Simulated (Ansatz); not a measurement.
TiO$_{2}$: the gap under strain

TiO$_{2}$, I4_1/amd, a = 3.797 Å, c = 9.662 Å. The compound has several low-lying forms, and this is one of them. Ansatz: r2SCAN+U, PAW, 500 eV, Γ-centred 6×6×4 mesh on 12 atoms, Gaussian smearing 0.02 eV; U_eff Ti 4.00 eV; no spin polarisation. Series: biaxial strain in the a-b plane, c and atoms relaxed; x is the strain in per cent. The gap is sought over the whole zone.

```
x (%) gap y (eV)
 -4.5           ?
 -3.0       3.407
 -1.5       3.243
  0.0       3.100
  1.5       2.983
  3.0       2.890
```

Task: Fit y = E0 + c1 x + c2 x² to the other rows, give the deformation potential for this strain, and predict the missing gap.

Result: Least squares on the rows shown. y = 3.1006 − 0.086267 x + 0.0053333 x². The deformation potential is 100 c1 = -8.63 eV per unit strain. At x = -4.5 the fit asked for gives 3.597 eV. The run gave 3.523 eV, so the fit is 0.074 eV too high, 12 % of the span of the series, against an rms of 0.0006 eV on the fitted rows. The row lies outside the fitted range. With a term in x³ added, a fit to the same known rows predicts 3.593 eV, no real gain. The records add, with no proof that it causes the miss: a band edge sits at another point of the zone than in the run one row down.

Semilocal functionals give gaps under the measured ones; changes of the gap mostly carry over better.